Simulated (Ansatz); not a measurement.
**Ge: an axial (c/a) deformation path**

One table from this session's results is given with a row withheld; the runs are named, their logs left out.

Program: Ansatz 0.2.0. Level of theory: DFT PBEsol, scalar-relativistic, plane waves, PAW. These are calculated values, not measurements.

2 further runs of the same task are left out: 1 that didn't finish, 1 set aside as unsound or not needed.

## The starting structure

Symmetry: I4_1/amd, No. 141, tetragonal system. Conventional cell: a = 5.126 Å, b = 5.126 Å, c = 2.794 Å, α = 90.00°, β = 90.00°, γ = 90.00°. Ge (site symmetry -4m2) is surrounded by 6 Ge at 2.66 to 2.79 Å.

Coordinates:

```
CELL_PARAMETERS angstrom
-2.56376 2.56211 1.39680
2.56376 -2.56211 1.39680
2.56376 2.56211 -1.39680
ATOMIC_POSITIONS crystal
Ge 0.12465 0.87465 0.25000
Ge 0.87535 0.12535 0.75000
```

It goes back to an entry of the Materials Project, which need not be the stable form.

It is the result of an earlier relaxation at this level (volume 18.35 Å³/atom; gap on the mesh: none (metal)).

The first run:

File input.yaml:

```yaml
crystal:
  lattice:
    - [-2.5637634457, 2.5621121131, 1.3967991573]
    - [2.5637634457, -2.5621121131, 1.3967991573]
    - [2.5637634457, 2.5621121131, -1.3967991573]
  atoms:
    - { symbol: Ge, position: [0.1246462076, 0.8746462076, 0.25] }
    - { symbol: Ge, position: [0.8753537924, 0.1253537924, 0.75] }
basis:
  ecutwfc: 420
kpoints:
  mp_grid: { grid: [26, 26, 26] }
hamiltonian:
  xc: pbesol
scf:
  occupations: { method: gaussian, width: 0.15 }
output:
  forces: true
  stress: true
  eigenvalues: true
```

Launch:

```
$ ansatz run input.yaml --threads 1 --pin off --max-ram 2560MiB --backend cpu --events-out ev --progress --plain --runs-dir out
```

Among the steps run: The undisturbed cell; ρ = 0.850; Point ρ = 1.200; ρ = 0.920; Point ρ = 1.100.

One of the session's tables, all rows but one given; the rest of the session is left out.

| ρ | ΔE (meV/atom) | pressure (GPa) |
| --- | --- | --- |
| 0.850 | 111.9 | 3.1 |
| 0.920 | ? | ? |
| 1.000 | 0.0 | 0.0 |
| 1.100 | 18.7 | 0.9 |
| 1.200 | 65.7 | 3.0 |

**Question.** Estimate the row for ρ = 0.920.

Worked estimate for «ΔE (meV/atom)». A straight line through the neighbours (0.850, 111.9) and (1.000, 0.0) gives 111.9 + (0.0 − 111.9) × (0.920 − 0.850) / (1.000 − 0.850) = 59.7; a parabola fitted to 3 rows on both sides gives 38.8.

As computed: ΔE (meV/atom): 27.8; pressure (GPa): 0.6. In «ΔE (meV/atom)» the line misses by +31.9 and the parabola by +11.0.
